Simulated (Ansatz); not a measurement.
# SnO2: the cost of one run

Program: Ansatz 0.2.0. Level of theory: DFT LDA, scalar-relativistic, plane waves, PAW. These are calculated values, not measurements.

4 further runs of the same task are left out: 4 set aside as unsound or not needed.

## 1. The system as given

The structure is hexagonal, space group P6_3/mmc (No. 194). The conventional cell has a = 3.170 Å, b = 3.170 Å, c = 10.414 Å, α = 90.00°, β = 90.00°, γ = 120.00°. Sn (site symmetry -3m) is surrounded by 6 O at 2.08 Å. O (site symmetry 3m) has 3 Sn at 2.08 Å in its first shell of neighbours.

Coordinates:

```cif
data_structure
_symmetry_space_group_name_H-M 'P 1'
_symmetry_Int_Tables_number 1
_cell_length_a 3.1700
_cell_length_b 3.1700
_cell_length_c 10.4142
_cell_angle_alpha 90.000
_cell_angle_beta 90.000
_cell_angle_gamma 120.000
_cell_volume 90.63
loop_
_atom_site_label
_atom_site_type_symbol
_atom_site_fract_x
_atom_site_fract_y
_atom_site_fract_z
_atom_site_occupancy
Sn1 Sn 0.00000 0.00000 0.50000 1
Sn2 Sn 0.00000 0.00000 0.00000 1
O1 O 0.66667 0.33333 0.40481 1
O2 O 0.66667 0.33333 0.09519 1
O3 O 0.33333 0.66667 0.59519 1
O4 O 0.33333 0.66667 0.90481 1
```

It goes back to an entry of the Materials Project, which need not be the stable form.

It is the result of an earlier relaxation at this level (volume 15.10 Å³/atom; gap on the mesh: 2.26 eV).

## 2. Zero of energy

Reference values: F = -13978.9561 eV; pressure -0.01 GPa; largest force 0.000 eV/Å; gap on the mesh 2.26 eV. It was computed beforehand with the settings of the runs below.

## 3. Breaking the symmetry

All atoms moved at random, sigma 0.02 Å a component, cell strained at random, sigma 0.06. Displacements in the unstrained cell, with the mean shift removed:

```tsv
atom	ux (Å)	uy (Å)	uz (Å)
Sn1	0.014	0.043	-0.017
Sn2	-0.013	0.030	-0.017
O3	-0.003	0.000	0.015
O4	0.018	-0.002	-0.001
O5	0.001	-0.024	0.026
O6	-0.017	-0.047	-0.006
```

Strain (xx, yy, zz, yz, xz, xy; engineering shear): (0.0312, 0.0562, -0.0019, 0.0491, -0.1992, -0.1275).

## 4. The disturbed cell, one point

input.yaml

```yaml
crystal:
  lattice:
    - [3.2687584749, -0.2020638946, -0.3157605077]
    - [-1.8093717034, 3.0007015302, 0.225305258]
    - [-1.0373612563, 0.2557776321, 10.3947084933]
  atoms:
    - { symbol: Sn, position: [0.0121416307, 0.0157477437, 0.4983320539] }
    - { symbol: Sn, position: [0.0014844101, 0.0110370958, -0.0016055246] }
    - { symbol: O, position: [0.6657384668, 0.3331716057, 0.4062271379] }
    - { symbol: O, position: [0.6719233425, 0.332702605, 0.0951094604] }
    - { symbol: O, position: [0.329262846, 0.6578577751, 0.5976869729] }
    - { symbol: O, position: [0.3194493038, 0.6494831748, 0.9042498995] }
basis:
  ecutwfc: 420
kpoints:
  mp_grid: { grid: [12, 12, 2] }
hamiltonian:
  xc: lda
scf:
  occupations: { method: gaussian, width: 0.05 }
output:
  forces: true
  stress: true
  eigenvalues: true
  write_density: true
  write_potential: true
  elf: true
  volumetric_format: npy
```

Started as:

```
> ansatz run input.yaml --threads 2 --pin off --max-ram 5120MiB --backend cpu --events-out ev --progress --plain --runs-dir out
```

Q: Estimate wall time and peak memory on 2 threads of Arm Neoverse N1, shared host.

About 49 s, with a peak of 0.57 GiB.
